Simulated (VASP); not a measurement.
Here is a VASP 6.6.1 calculation.

File POSCAR:

```
CdTe
1.0
    0.0000000000      3.2865738268      3.2865738268
    3.2865738268      0.0000000000      3.2865738268
    3.2865738268      3.2865738268      0.0000000000
Te Cd
1 1
Direct
    0.7500000000      0.7500000000      0.7500000000
    0.0000000000      0.0000000000      0.0000000000
```

Contents of INCAR.step1:

```
PREC = Accurate ; ENCUT = 520
EDIFF = 1E-5 ; ISMEAR = -1
SIGMA = 0.05 ; LREAL = False
LASPH = True ; NELM = 60
ALGO = Normal ; ISIF = 2
LWAVE = True ; LCHARG = False
GGA = PE ; NBANDS = 16
```

Contents of INCAR.step2:

```
PREC = Accurate ; ENCUT = 520
EDIFF = 1E-7 ; ISMEAR = -1
SIGMA = 0.05 ; LREAL = False
LASPH = True ; NELM = 60
ALGO = Normal ; ISIF = 2
LWAVE = False ; LCHARG = False
GGA = PE ; LHFCALC = True
HFSCREEN = 0.2079 ; PRECFOCK = Normal
ISTART = 1 ; NBANDS = 16
```

File KPOINTS:

```
regular mesh
0
Gamma
  4 4 4
```

Potentials or basis: VASP PAW PBE potentials, release 64 (Te, Cd).

Command:

```sh
$ cat potpaw_PBE.64/Te/POTCAR potpaw_PBE.64/Cd/POTCAR > POTCAR
$ cp INCAR.step1 INCAR
$ mpirun -np 1 vasp_std > vasp.out
$ cp INCAR.step2 INCAR
$ mpirun -np 1 vasp_std > vasp.out
```

Problem. Estimate the band gap on the k mesh.

Solution. 1.42 eV.

Problem. Predict the pressure.

Solution. 0.0 GPa.

Caveat: the PAW data sets were made with another functional, which shifts forces and pressure a little; spin-orbit coupling is left out, which moves the levels of the heavy elements.

**The experiment to reproduce.**

From a printed reference work, data compilation, for a bulk crystal of CdTe at 0 K: band gap 1.607 eV.

Measured gap of CdTe: 1.607 eV (0 K; a printed reference work, data compilation). This calculation gives 1.42 eV (-0.18 eV). Spin-orbit coupling on Cd, Te is left out. The value is that of HSE06, without temperature or zero-point motion.
